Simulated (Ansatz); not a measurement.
Base system: BaSnO₃ in the cubic perovskite structure (space group Pm-3m, No. 221).

```
BaSnO3
1.0
    4.12186     0.00000     0.00000
    0.00000     4.12186     0.00000
    0.00000     0.00000     4.12186
Ba Sn O
1 1 3
Direct
  0.00000   0.00000   0.00000
  0.50000   0.50000   0.50000
  0.00000   0.50000   0.50000
  0.50000   0.50000   0.00000
  0.50000   0.00000   0.50000
```

Calculations: PBEsol (Ansatz, a program for electronic structure), no SOC.

For the base:

```
Item         Value
--------  --------
Pressure  0.00 GPa
```

Now apply this change: the cell is scaled by 1.0200 in all directions; the atoms relax in the strained cell.

Predict the new pressure and energy relative to the base.

The pressure goes from zero to -7.68 GPa; the energy grows by 22 meV/atom.

No phonon test of stability was made.
